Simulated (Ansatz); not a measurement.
The cell is COD entry 1000065, as deposited and not checked against the literature; nothing was relaxed. The listed cell was then made from it by scaling, straining or moving an atom.

C: DFT, PBE, PAW with Ansatz's default frozen-core files, scalar-relativistic (Ansatz 0.2.0). What sets it apart from a plain run of this crystal: volume scaled by 1.06.

Command: `ansatz run input.yaml --threads 1 --pin off --max-ram 4096MiB --backend cpu --events-out ev --progress --plain --runs-dir out` The run took 16 s on 1 thread of Intel(R) Xeon(R) 6975P-C (Granite Rapids), on a shared host, peak memory 0.52 GiB.

```yaml
crystal:
  lattice:
    - [1.2541232212, 0.7240683793, 11.36868297]
    - [-1.2541232212, 0.7240683793, 11.36868297]
    - [0.0, -1.4481367587, 11.36868297]
  atoms:
    - { symbol: C, position: [0.05, 0.05, 0.05] }
    - { symbol: C, position: [0.95, 0.95, 0.95] }
    - { symbol: C, position: [0.283, 0.283, 0.283] }
    - { symbol: C, position: [0.717, 0.717, 0.717] }
kpoints:
  mp_grid: { grid: [15, 15, 15] }
scf:
  occupations: { method: fermi_dirac, width: 0.08 }
hamiltonian:
  xc: pbe
  pseudopotentials: { kind: paw }
output:
  forces: true
  stress: true
  eigenvalues: true
  efg: { contact_densities: true }
  write_density: true
  write_potential: true
  elf: true
  volumetric_format: npy
```

Output (standing set-up lines are left out):

```
basis.fft_grid_basis auto: the FFT boxes are laid along the combinations [[1, -1, 0], [0, 1, 0], [0, -1, 1]] of the cell's own vectors, 2.508, 11.461 and 2.508 Å long. The dense box has 18×80×18 points. Along the cell's own vectors, as sized, it would have 80×80×80, 19.75 times as many. Of the 12 symmetry operations that the crystal satisfies within crystal.symmetry.tolerance (time reversal apart; of a slab, those that keep its plane) the dense box along the cell's own vectors carries 12, and the one as laid loses 8 of those. basis.fft_grid_basis: typed keeps the cell's own vectors: state it where this run's energies or levels are differenced outside the engine with another run's, or held beside a run that keeps those vectors. Those combinations have planes normal to reciprocal vector 3, as the cell's own vectors have. Each planar average written beside output.write_density, output.write_potential has a row for each plane of the box: 18. The volumetric files lie along those combinations, not along the cell's own vectors: a cube or XSF file states them, and fields.json those of NumPy files.
Crystal: 4 atoms, lattice volume = 61.941 Å³
Basis set: ecut = 420 eV, 1195 PW (Γ), FFT grids on a1−a2, a2, −a2+a3, exchange–correlation on 36×160×36 points (8 copies of the dense FFT grid, shifted against one another)
Space group: R-3m (ITA 166), of the structure as read, at distance tolerance 4.0e-5 Å
SCF iter   1: F=—  HF=-1003.671478 eV  |F-HF|=—  |Δ(HF+E_count)|=         —  Δρ=3.02e-3  dr2=5.95e-3  ethr=1.77e-3  ⟨swp⟩=5.8  Hψ=25869  notcnv=0
preconditioner: auto → LDOS  [metal: Δε(μ)=0.324 eV  Ē_g=14.883 eV  σ=0.080 eV  W_gap=0.48  n_scr=6 (ndim 8)  ℏωp=18.9 eV  f_vac=0.399  D(μ)=0.12/eV (n_scr^D=2)  β→1.0]
SCF iter   2: F=—  HF=-1003.671711 eV  |F-HF|=—  |Δ(HF+E_count)|=   2.32e-4  Δρ=1.37e-3  dr2=3.78e-3  ethr=3.72e-5  ⟨swp⟩=2.0  Hψ=10575  notcnv=0
SCF iter   3: F=—  HF=-1003.670640 eV  |F-HF|=—  |Δ(HF+E_count)|=   1.07e-3  Δρ=5.01e-4  dr2=6.32e-4  ethr=2.36e-5  ⟨swp⟩=2.7  Hψ=7724  notcnv=0
SCF iter   4: F=—  HF=-1003.670484 eV  |F-HF|=—  |Δ(HF+E_count)|=   1.56e-4  Δρ=1.27e-4  dr2=1.13e-5  ethr=3.95e-6  ⟨swp⟩=2.4  Hψ=5857  notcnv=0
SCF iter   5: F=—  HF=-1003.670537 eV  |F-HF|=—  |Δ(HF+E_count)|=   5.33e-5  Δρ=3.32e-5  dr2=6.23e-7  ethr=7.03e-8  ⟨swp⟩=2.3  Hψ=7035  notcnv=0
SCF iter   6: F=-1003.670537 eV  HF=-1003.670537 eV  |F-HF|=3.81e-9  |Δ(HF+E_count)|=   8.12e-8  Δρ=5.66e-6  dr2=2.12e-8  ethr=6.25e-10  ⟨swp⟩=12.2  Hψ=33929  notcnv=0
SCF 1 converged in 6 iterations: F = -1003.670537 eV  dr2 = 2.12e-8
  greatest PAW one-centre occupation: 0.662 electrons in one spin orbital (limit 2), on the C atom at site 1 (counted from 0), in its partial waves of l = 0
WARN: The output density's exchange-correlation potential varies sharply where the density is thin. Do not read a vacuum level from v_tot or v_xc, or from such a field of the output density. On a cell that repeats whose density bears no net charge and no dipole along the vacuum's axis use v_es (v_loc + v_h of the components); under efield.dipole_correction with no amplitude use v_es + v_field, which holds any external_charges[].barrier, or the levels of the report's work_function block, which leave it out; under a non-zero efield.amplitude the vacuum is tilted and has no level; on a cell that repeats and bears such a dipole with no correction it is tilted too, and efield.dipole_correction with no amplitude gives each side of its ramp a level where efield: is served; in a cell that repeats whose density bears a net charge (total_charge, or a fill off its count) it is curved and has none; of a slab under crystal.periodic whose density bears no net charge use v_es, which has a level on each side, short of where the two are joined; of another it falls or rises all the way out and has none; of a slab beside external_charges read slab_vacuum_level instead, which it has where they leave it neutral. The grid or the basis barely resolves most such structure, and the values can differ between equally converged runs; as a rule a tighter scf.convergence.dr2_threshold does not remove it. Where the density itself ripples (under the LDA too) a higher basis.ecutwfc lessens it. The files hold the spikes' plane waves up to the density's cutoff. Files: v_tot_of_output_density and the like, and their columns of v_z.tsv (output.write_potential); v_xc_of_output_density and the like, and their columns of v_comp_z.tsv (output.write_potential_components). Measured: with its Gaussian average of σ = 0.25 Å subtracted twice, the exchange-correlation potential is over 0.1 eV at 2180 of the grid points where the equally averaged density (valence and model cores) is under 1e-3 e/Å³, and 1.09 eV at the most among them, at an averaged density of 1.6e-5 e/Å³. The input density's (outcome.potential() and, of a run that writes arrays, v_tot and v_xc) is over 0.1 eV, so measured, at 1909 points of its own thin density, 1.02 eV at the most. See output.write_potential in the manual, Limitations
SCF converged after 6 iterations
Free energy (F): -1003.670537 eV
Harris-Foulkes:  -1003.670537 eV  (|F-HF|=3.81e-9)
Internal energy: -1003.668290 eV  (E = F + TS)
E sigma→0 (E₀):  -1003.669414 eV
Entropy (-TS):   -0.002247 eV (-0.562 meV/atom)
Fermi energy:    2.093119 eV
--- Per-component energies (eV) ---
  E_band       = -109.611324
  E_kinetic    = 357.513914
  E_local      = -2306.622130  (includes V_loc(G=0)·N_el)
  E_nonlocal   = 107.746868
  E_hartree    = 996.889037
  E_xc         = -190.331610
  E_vxc        = -235.537296  (∫ρ·V_xc dr)
  E_paw        = -396.787684  (= ΣΔE_a)
  E_vpaw       = -26.495969  (= ΣTr[D̂ρ^β])
  E_aug_tail   = 0.000027  (compensation charges beyond the density's cutoff)
  E_ewald      = 427.923288
  E_smearing   = -0.002247  (= −TS)
  E_closure    = -0.000000  (closes the sum)
  Σ components = -1003.670537   (vs F -1003.670537, Δ=0.00e0)
--- Forces (eV/Å), atoms counted from 1 ---
  atom   1  C      0.00000000    -0.00000000     0.22603032
  atom   2  C      0.00000000     0.00000000    -0.22603032
  atom   3  C      0.00000000    -0.00000000     0.13480230
  atom   4  C      0.00000000     0.00000000    -0.13480230
  max |Σ_I F_I| component: 0.00e0 eV/Å
--- Stress (GPa, compression-positive) ---
      -11.458321      -0.000000      -0.000000
       -0.000000     -11.458321      -0.000000
       -0.000000      -0.000000       0.795426
  P = ⅓ Tr σ = -7.3737 GPa (-73.737 kbar)
--- PAW observables at the nuclei: V_zz in 10²¹ V/m², potentials from the cell's mean, atoms counted from 1 ---
  atom   1  C  V_zz =    +2.104594   η = 0.0000   by run symmetry: allowed
            electrostatic potential = -407.487965 V   contact ρ = 866.960158 e/Å³
  atom   2  C  V_zz =    +2.104594   η = 0.0000   by run symmetry: allowed
            electrostatic potential = -407.487965 V   contact ρ = 866.960158 e/Å³
  atom   3  C  V_zz =    +2.025724   η = 0.0000   by run symmetry: allowed
            electrostatic potential = -407.504232 V   contact ρ = 866.935922 e/Å³
  atom   4  C  V_zz =    +2.025724   η = 0.0000   by run symmetry: allowed
            electrostatic potential = -407.504232 V   contact ρ = 866.935922 e/Å³
--- Band table (eV; the first three rows and the last of 344) ---
  k-point 0: bands = ["-17.0772", "-16.9449", "-5.6181", "-4.7204", "-0.9574", "-0.9574", "-0.9496", "-0.9496", "5.3526", "7.1180", "8.3228", "10.0932"]
  k-point 1: bands = ["-16.9750", "-16.8436", "-5.4960", "-4.6022", "-1.3775", "-1.3645", "-1.1697", "-1.1583", "5.4909", "7.2453", "8.4528", "10.1322"]
  k-point 2: bands = ["-16.6691", "-16.5402", "-5.1315", "-4.2498", "-2.4879", "-2.4649", "-1.7070", "-1.6910", "5.9056", "7.6268", "8.8395", "10.0978"]
  k-point 343: bands = ["-16.9750", "-16.8436", "-5.4956", "-4.6034", "-1.3774", "-1.3645", "-1.1698", "-1.1583", "5.8107", "6.3834", "9.7975", "10.1264"]
```
